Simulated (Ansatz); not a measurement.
CoO, 2 atoms in the cell. It takes space group R3m (No. 160, trigonal). Conventional cell: a = 3.204 Å, b = 3.204 Å, c = 7.699 Å, α = 90.00°, β = 90.00°, γ = 120.00°. Around Co (site symmetry 3m) lie 4 O at 1.91 to 1.96 Å. Around O (site symmetry 3m) lie 4 Co at 1.91 to 1.96 Å. Measurements of this composition are mostly on another form, of space group No. 225.

| Quantity | Value |
| --- | --- |
| Program | Ansatz 0.2.0 |
| Task | single point |
| Functional | PBEsol |
| Potentials or basis | all-electron LAPW, scalar-relativistic |
| Cutoff | 455 eV (chosen from the basis error) |
| Basis error allowed | 0.001 eV/atom |
| k mesh | 10 × 10 × 10 |
| Occupations | fermi-dirac, width 0.05 eV |
| Spin | collinear spin, ferromagnetic start |
| Starting moments | [2.0, 0.0] μB |

Potentials or basis: all-electron LAPW, scalar-relativistic.

Command:

```bash
$ ansatz run input.yaml --threads 2 --pin off --max-ram 6144MiB --backend cpu --events-out ev --progress --plain --runs-dir out
```

Hardware: 2 threads of Arm Neoverse V2 (shared host).

How long does it take, and how much memory?

It took 42 s on 2 threads of Arm Neoverse V2 (shared host), peak memory 0.56 GiB. Counts: scf iterations 12, plane waves 531, k points 116, bands 18.
